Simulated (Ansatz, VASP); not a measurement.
**One calculation of Fe, two programs**

File INCAR:

```
PREC = Accurate
ENCUT = 520
EDIFF = 1E-6
ISMEAR = -1
SIGMA = 0.05
LREAL = F
LASPH = T
NELM = 150
ALGO = Normal
ISIF = 2
LWAVE = F
LCHARG = F
ISPIN = 2
MAGMOM = 2.467
LORBIT = 11
LMAXMIX = 4
GGA = RE
NBANDS = 14
```

KPOINTS

```
regular mesh
0
Gamma
  15 15 15
```

The input POSCAR:

```
Fe
1.0
    2.4536067920      0.0000000000      0.0000000000
    0.0000000000      2.4536067920      0.0000000000
    0.0000000000      0.0000000000      2.4536067920
Fe
1
Direct
    0.0000000000      0.0000000000      0.0000000000
```

Input for Ansatz:

```yaml
crystal:
  lattice:
    - [2.453606792, 0.0, 0.0]
    - [0.0, 2.453606792, 0.0]
    - [0.0, 0.0, 2.453606792]
  atoms:
    - { symbol: Fe, position: [0.0, 0.0, 0.0], spin: 2.467 }
hamiltonian:
  xc: revpbe
  pseudopotentials:
    kind: paw
    azcp:
      Fe: "pseudopotentials/Fe.paw.azcp"
basis:
  ecutwfc: 420
  fft_grid_basis: typed
kpoints:
  mp_grid: { grid: [15, 15, 15], shift: [0, 0, 0] }
magnetization:
  spin_polarized: true
scf:
  occupations: { method: fermi_dirac, width: 0.05 }
  lower_state_search: "off"
output:
  stress: true
```

Alike in both runs: task single point; functional revPBE; k mesh 15 × 15 × 15; occupations fermi-dirac, width 0.05 eV; collinear spin.

```csv
,VASP,Ansatz
version,VASP 6.6.1,Ansatz 0.2.0
potentials or method,"VASP PAW PBE potentials, release 64 (Fe)","plane waves (420 eV) with PAW, scalar-relativistic"
plane-wave cutoff (eV),520,420
valence electrons in the cell,8,16
```

Ansatz gave:

```
pressure (GPa)                                                : -6.4
net moment per atom (μB)                                      : 2.61
size of the moment on the site where the two differ most (μB) : 2.61
```

Q: Which values does VASP return?

A: Pressure (GPa): -6.3; net moment per atom (μB): 2.64; size of the moment on the site where the two differ most (μB): 2.64.

Site moments also hang on the region over which each program counts them. The two sets of potentials don't hold the same shells in valence.

Caveats: the PAW data sets were made with another functional, which shifts forces and pressure a little (VASP).
